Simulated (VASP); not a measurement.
# Pr (I4/mmm) in VASP: a series of runs, part 2 of 2

VASP 6.6.1.

### 3 Single point, PBEsol, collinear spin, ferromagnetic start

Input file run.py:

```python
from ase.calculators.vasp import Vasp
from ase.dft.bandgap import bandgap
from ase.io import read

atoms = read('Pr.cif', primitive_cell=True, subtrans_included=False)
atoms.set_initial_magnetic_moments([2.0])
calc = Vasp(
    directory='calc',
    xc='pbesol',
    pp='PBE',
    setups='materialsproject',
    prec='Accurate',
    encut=520,
    ediff=1e-07,
    ismear=0,
    sigma=0.1,
    lreal=False,
    lasph=True,
    nelm=120,
    algo='Fast',
    isif=2,
    lwave=False,
    lcharg=False,
    ispin=2,
    lorbit=11,
    lmaxmix=6,
    kpts=[9, 9, 9],
    gamma=True,
)
atoms.calc = calc

print('energy (eV):', atoms.get_potential_energy())
print('free energy (eV):', atoms.get_potential_energy(force_consistent=True))
print('forces (eV/A):')
print(atoms.get_forces())
print('stress (eV/A^3, Voigt):', atoms.get_stress())
print('Fermi level (eV):', calc.get_fermi_level())
print('moment (muB):', atoms.get_magnetic_moment())
print('site moments (muB):', atoms.get_magnetic_moments())
gap, top, bottom = bandgap(calc)
print('band gap (eV):', gap, 'from (spin, k, band)', top, 'to', bottom)
```

Input file Pr.cif:

```cif
data_Pr
_cell_length_a 4.38894508
_cell_length_b 4.38894508
_cell_length_c 3.77189570
_cell_angle_alpha 90.00000000
_cell_angle_beta 90.00000000
_cell_angle_gamma 90.00000000
_space_group_name_H-M_alt 'I4/mmm'
_space_group_name_Hall '-I 4 2'
_space_group_IT_number 139
loop_
_space_group_symop_operation_xyz
'x,y,z'
'-x,-y,-z'
'-y,x,z'
'y,-x,-z'
'-x,-y,z'
'x,y,-z'
'y,-x,z'
'-y,x,-z'
'x,-y,-z'
'-x,y,z'
'-y,-x,-z'
'y,x,z'
'-x,y,-z'
'x,-y,z'
'y,x,-z'
'-y,-x,z'
'x+1/2,y+1/2,z+1/2'
'-x+1/2,-y+1/2,-z+1/2'
'-y+1/2,x+1/2,z+1/2'
'y+1/2,-x+1/2,-z+1/2'
'-x+1/2,-y+1/2,z+1/2'
'x+1/2,y+1/2,-z+1/2'
'y+1/2,-x+1/2,z+1/2'
'-y+1/2,x+1/2,-z+1/2'
'x+1/2,-y+1/2,-z+1/2'
'-x+1/2,y+1/2,z+1/2'
'-y+1/2,-x+1/2,-z+1/2'
'y+1/2,x+1/2,z+1/2'
'-x+1/2,y+1/2,-z+1/2'
'x+1/2,-y+1/2,z+1/2'
'y+1/2,x+1/2,-z+1/2'
'-y+1/2,-x+1/2,z+1/2'
loop_
_atom_site_label
_atom_site_type_symbol
_atom_site_symmetry_multiplicity
_atom_site_Wyckoff_symbol
_atom_site_fract_x
_atom_site_fract_y
_atom_site_fract_z
_atom_site_occupancy
Pr1 Pr 2 a 0.0000000000 0.0000000000 0.0000000000 1
```

Potentials or basis: VASP PAW PBE potentials, release 64 (Pr_3), 4f in core.

Started as:

```sh
> python run.py
```

Log:

```text
energy (eV): -5.07881678
free energy (eV): -5.083632
forces (eV/A):
[[-0. -0.  0.]]
stress (eV/A^3, Voigt): [ 0.0127689   0.0127689   0.01484867 -0.         -0.         -0.        ]
Fermi level (eV): 3.31760436
moment (muB): -0.000124
site moments (muB): [-0.]
band gap (eV): 0.0 from (spin, k, band) (None, None, None) to (None, None, None)
```

OUTCAR:

```text
ENCUT = 520.000000
   EDIFF = 1.00e-07
   GGA = PS
   PREC = Accurate
   ISIF = 2
   ISMEAR = 0
   ISPIN = 2
   LORBIT = 11
   NELM = 120
   LASPH = .TRUE.
   LREAL = .FALSE.

 ion  position               nearest neighbor table
   1  0.000  0.000  0.000-

  LATTYP: Found a body centered tetragonal cell.
 ALAT       =     4.3889450800
 C/A-ratio  =     0.8594082704

  Lattice vectors:

 A1 = (  -2.1944725400,   2.1944725400,   1.8859478500)
 A2 = (   2.1944725400,  -2.1944725400,   1.8859478500)
 A3 = (   2.1944725400,   2.1944725400,  -1.8859478500)

Analysis of symmetry for initial positions (statically):
=====================================================================
 Subroutine PRICEL returns:
 Original cell was already a primitive cell.

 Routine SETGRP: Setting up the symmetry group for a
 body centered tetragonal supercell.

 Subroutine GETGRP returns: Found 16 space group operations
 (whereof 16 operations were pure point group operations)
 out of a pool of 16 trial point group operations.
[... 1250 lines left out ...]
      4     -14.5316      1.00000
      5       1.7976      1.00000
      6       3.5861      0.00007
      7       3.9976      0.00000
      8       6.5160      0.00000
      9       7.4179      0.00000
     10       7.8020      0.00000

 [... further k-points ...]

------------------------ aborting loop because EDIFF is reached ----------------------------------------

 total charge

# of ion       s       p       d       tot
------------------------------------------
    1        2.129   5.704   0.949   8.782

 magnetization (x)

# of ion       s       p       d       tot
------------------------------------------
    1       -0.000  -0.000  -0.000  -0.000

  FORCE on cell =-STRESS in cart. coord.  units (eV):
  Direction    XX          YY          ZZ          XY          YZ          ZX
  --------------------------------------------------------------------------------------
  -------------------------------------------------------------------------------------
  Total       -0.4638775     -0.4638775     -0.5394328      0.0000000      0.0000000      0.0000000
  in kB      -20.4580352    -20.4580352    -23.7901906      0.0000000      0.0000000      0.0000000
  external PRESSURE =     -21.5687537 kB  Pullay stress =       0.0000000 kB

 VOLUME and BASIS-vectors are now :
 -----------------------------------------------------------------------------
  energy-cutoff  :      520.00
  volume of cell :       36.33
      direct lattice vectors                 reciprocal lattice vectors
    -2.194472540  2.194472540  1.885947850     0.000000000  0.227845184  0.265118678
     2.194472540 -2.194472540  1.885947850     0.227845184  0.000000000  0.265118678
     2.194472540  2.194472540 -1.885947850     0.227845184  0.227845184  0.000000000

 POSITION                                       TOTAL-FORCE (eV/Angst)
 -----------------------------------------------------------------------------------
      0.00000      0.00000      0.00000        -0.000000     -0.000000      0.000000
 -----------------------------------------------------------------------------------
    total drift:                               -0.000000     -0.000000     -0.000000

  FREE ENERGIE OF THE ION-ELECTRON SYSTEM (eV)
  ---------------------------------------------------
  free  energy   TOTEN  =        -5.0836320045 eV

  energy  without entropy=       -5.0740015509  energy(sigma->0) =       -5.07881678

 total charge

# of ion       s       p       d       tot
------------------------------------------
    1        2.129   5.704   0.949   8.782

 magnetization (x)

# of ion       s       p       d       tot
------------------------------------------
    1       -0.000  -0.000  -0.000  -0.000
```

INCAR:

```text
ENCUT = 520.000000
SIGMA = 0.100000
EDIFF = 1.00e-07
ALGO = Fast
GGA = PS
PREC = Accurate
ISIF = 2
ISMEAR = 0
ISPIN = 2
LMAXMIX = 6
LORBIT = 11
NELM = 120
LASPH = .TRUE.
LCHARG = .FALSE.
LWAVE = .FALSE.
LREAL = .FALSE.
MAGMOM = 1*2.0000
```

Wall time 84 s (1 thread of Intel Xeon Platinum 8488C (Sapphire Rapids), shared host); peak memory 0.2 GiB.

What came out:

| Quantity | Value |
| --- | --- |
| Free energy | -5.0836 eV |
| Pressure | -2.2 GPa |
| Band gap on the k mesh | none (metal or under the smearing width) |
| Net moment | 0.00 μB per cell |
| Valence electrons inside the program's atomic spheres | Pr 8.78 |

Levels at points of the mesh, in eV from the Fermi level:
Spin up:
```tsv
k point	band 3	band 4	band 5	band 6	band 7	band 8
(0.00, 0.00, 0.00)	-17.75	-17.69	-3.70	0.62	2.08	2.08
```
Spin down:
```tsv
k point	band 1	band 2	band 3	band 4	band 5	band 6	band 7	band 8	band 9	band 10
(0.00, 0.00, 0.00)	-36.34	-17.75	-17.75	-17.69	-3.70	0.62	2.08	2.08	2.51	4.55
```

Caveat: the magnetic or orbital state may not be the lowest; the PAW data sets were made with another functional, which shifts forces and pressure a little; spin-orbit coupling is left out, which moves the levels of the heavy elements; the 4f electrons are frozen in the core as for a trivalent ion, so they carry no moment and show no levels.

### 4 Single point, PBE, collinear spin, ferromagnetic start

Input file INCAR:

```
  PREC = Accurate
  ENCUT = 520
  EDIFF = 1E-7
  ISMEAR = 0
  SIGMA = 0.1
  LREAL = False
  LASPH = True
  NELM = 150
  ALGO = Normal
  ISIF = 2
  LWAVE = False
  LCHARG = True
  ISPIN = 2
  MAGMOM = 2
  LORBIT = 11
  LMAXMIX = 6
  GGA = PE
  LELF = True
  LVHAR = True
  NBANDS = 16
```

Input file KPOINTS:

```
regular mesh
0
Gamma
  9 9 9
```

Input file POSCAR:

```
Pr
1.0
   -2.1944725387      2.1944725387      1.8859478524
    2.1944725387     -2.1944725387      1.8859478524
    2.1944725387      2.1944725387     -1.8859478524
Pr
1
Direct
    0.0000000000      0.0000000000      0.0000000000
```

Potentials or basis: VASP PAW PBE potentials, release 64 (Pr).

Started as:

```sh
> cat potpaw_PBE.64/Pr/POTCAR > POTCAR
> mpirun -np 1 vasp_std > vasp.out
```

Run time: 4.8 min. Hardware: 1 thread of Intel Xeon Platinum 8488C (Sapphire Rapids), shared host; peak memory 0.23 GiB.

The run converged. Its results:

| Item | Value |
| --- | --- |
| Free energy | -5.4799 eV |
| Pressure | -1.2 GPa |
| Band gap on the k mesh | none (metal or under the smearing width) |
| Net moment | 2.88 μB per cell |
| Site moments | Pr +2.29 μB |
| Valence electrons inside the program's atomic spheres | Pr 10.02 |

Stress tensor (GPa, compression positive):
```
-1.92  0.00  0.00
 0.00 -1.92  0.00
 0.00  0.00  0.28
```

Levels at points of the mesh, in eV from the Fermi level:
Spin up:
```csv
k point,band 5,band 6,band 7,band 8,band 9,band 10,band 11,band 12
"(0.00, 0.00, 0.00)",-3.85,-0.44,-0.44,-0.30,0.59,0.63,0.63,0.75
```
Spin down:
```
           k point  band 3  band 4  band 5  band 6  band 7  band 8
(0.00, 0.00, 0.00)  -16.65  -16.58   -3.15    1.35    1.66    1.66
```

Caveat: the magnetic or orbital state may not be the lowest; spin-orbit coupling is left out, which moves the levels of the heavy elements.

### 5 Single point, PBE, collinear spin, ferromagnetic start

run.py, as its differences from that of step 3:

```diff
@@ -1,6 +1,11 @@
+from ase import Atoms
 from ase.calculators.vasp import Vasp
 from ase.dft.bandgap import bandgap
-from ase.io import read
 
-atoms = read('Pr.cif', primitive_cell=True, subtrans_included=False)
+atoms = Atoms(
+    ['Pr'],
+    cell=[[-2.1944725387, 2.1944725387, 1.8859478524], [2.1944725387, -2.1944725387, 1.8859478524], [2.1944725387, 2.1944725387, -1.8859478524]],
+    scaled_positions=[[0.0, 0.0, 0.0]],
+    pbc=True,
+)
 atoms.set_initial_magnetic_moments([2.0])
@@ -8,8 +13,8 @@
     directory='calc',
-    xc='pbesol',
+    xc='pbe',
     pp='PBE',
-    setups='materialsproject',
+    setups={'base': 'minimal'},
     prec='Accurate',
     encut=520,
-    ediff=1e-07,
+    ediff=1e-06,
     ismear=0,
@@ -18,4 +23,4 @@
     lasph=True,
-    nelm=120,
-    algo='Fast',
+    nelm=100,
+    algo='Normal',
     isif=2,
```

Potentials or basis: VASP PAW PBE potentials, release 64 (Pr).

Started as:

```sh
> python run.py
```

Log:

```text
energy (eV): -5.46839985
free energy (eV): -5.47986054
forces (eV/A):
[[-0. -0.  0.]]
stress (eV/A^3, Voigt): [ 1.36379352e-02  1.36379352e-02 -3.47689695e-05 -0.00000000e+00
 -0.00000000e+00 -0.00000000e+00]
Fermi level (eV): 5.68484789
moment (muB): 2.8781223
site moments (muB): [2.285]
band gap (eV): 0.0 from (spin, k, band) (None, None, None) to (None, None, None)
```

OUTCAR:

```text
ENCUT = 520.000000
   EDIFF = 1.00e-06
   GGA = PE
   PREC = Accurate
   ISIF = 2
   ISMEAR = 0
   ISPIN = 2
   LORBIT = 11
   NELM = 100
   LASPH = .TRUE.
   LREAL = .FALSE.

 ion  position               nearest neighbor table
   1  0.000  0.000  0.000-

  LATTYP: Found a body centered tetragonal cell.
 ALAT       =     4.3889450774
 C/A-ratio  =     0.8594082720

  Lattice vectors:

 A1 = (  -2.1944725387,   2.1944725387,   1.8859478524)
 A2 = (   2.1944725387,  -2.1944725387,   1.8859478524)
 A3 = (   2.1944725387,   2.1944725387,  -1.8859478524)

Analysis of symmetry for initial positions (statically):
=====================================================================
[... 895 lines left out ...]
 -----------------------------------------------------------------------------
  energy-cutoff  :      520.00
  volume of cell :       36.33
      direct lattice vectors                 reciprocal lattice vectors
    -2.194472539  2.194472539  1.885947852     0.000000000  0.227845184  0.265118677
     2.194472539 -2.194472539  1.885947852     0.227845184  0.000000000  0.265118677
     2.194472539  2.194472539 -1.885947852     0.227845184  0.227845184  0.000000000

  length of vectors
     3.631558722  3.631558722  3.631558722     0.349573084  0.349573084  0.322221750

 FORCES acting on ions
    electron-ion (+dipol)            ewald-force                    non-local-force                 convergence-correction
 -----------------------------------------------------------------------------------------------
   0.330E-14 0.676E-14 -.876E-15   -.295E-15 0.119E-14 0.112E-14   -.397E-22 0.662E-22 -.662E-23   -.299E-14 -.439E-13 0.121E-14
 -----------------------------------------------------------------------------------------------
   0.330E-14 0.676E-14 -.876E-15   -.295E-15 0.119E-14 0.112E-14   -.397E-22 0.662E-22 -.662E-23   -.299E-14 -.439E-13 0.121E-14

 POSITION                                       TOTAL-FORCE (eV/Angst)
 -----------------------------------------------------------------------------------
      0.00000      0.00000      0.00000        -0.000000     -0.000000      0.000000
 -----------------------------------------------------------------------------------
    total drift:                                0.000000     -0.000000      0.000000

--------------------------------------------------------------------------------------------------------

  FREE ENERGIE OF THE ION-ELECTRON SYSTEM (eV)
  ---------------------------------------------------
  free  energy   TOTEN  =        -5.4798605404 eV

  energy  without entropy=       -5.4569391544  energy(sigma->0) =       -5.46839985

--------------------------------------------------------------------------------------------------------

--------------------------------------------------------------------------------------------------------

 total charge

# of ion       s       p       d       f       tot
--------------------------------------------------
    1        1.998   5.286   0.546   2.190  10.020

 magnetization (x)

# of ion       s       p       d       f       tot
--------------------------------------------------
    1       -0.011  -0.023   0.165   2.153   2.285

=======================================================================
```

INCAR:

```text
ENCUT = 520.000000
SIGMA = 0.100000
EDIFF = 1.00e-06
ALGO = Normal
GGA = PE
PREC = Accurate
ISIF = 2
ISMEAR = 0
ISPIN = 2
LMAXMIX = 6
LORBIT = 11
NELM = 100
LASPH = .TRUE.
LCHARG = .FALSE.
LWAVE = .FALSE.
LREAL = .FALSE.
MAGMOM = 1*2.0000
```

It took 7 min on 1 thread of Intel Xeon Platinum 8488C (Sapphire Rapids), shared host; peak memory 0.22 GiB.

What came out:

```yaml
Free_energy: -5.4799 eV
Pressure: -1.5 GPa
Band_gap_on_the_k_mesh: none (metal or under the smearing width)
Net_moment: 2.88 μB per cell
Site_moments: Pr +2.29 μB
Valence_electrons_inside_the_program's_atomic_spheres: Pr 10.02
```

Levels at points of the mesh, in eV from the Fermi level:
Spin up:
```csv
k point,band 5,band 6,band 7,band 8,band 9,band 10,band 11
"(0.00, 0.00, 0.00)",-3.85,-0.44,-0.44,-0.30,0.59,0.63,0.63
```
Spin down:
| k point | band 3 | band 4 | band 5 | band 6 | band 7 | band 8 |
| --- | --- | --- | --- | --- | --- | --- |
| (0.00, 0.00, 0.00) | -16.65 | -16.58 | -3.15 | 1.35 | 1.66 | 1.66 |

Caveat: the magnetic or orbital state may not be the lowest; spin-orbit coupling is left out, which moves the levels of the heavy elements. The state reached can hang on the start; a lower one may exist.
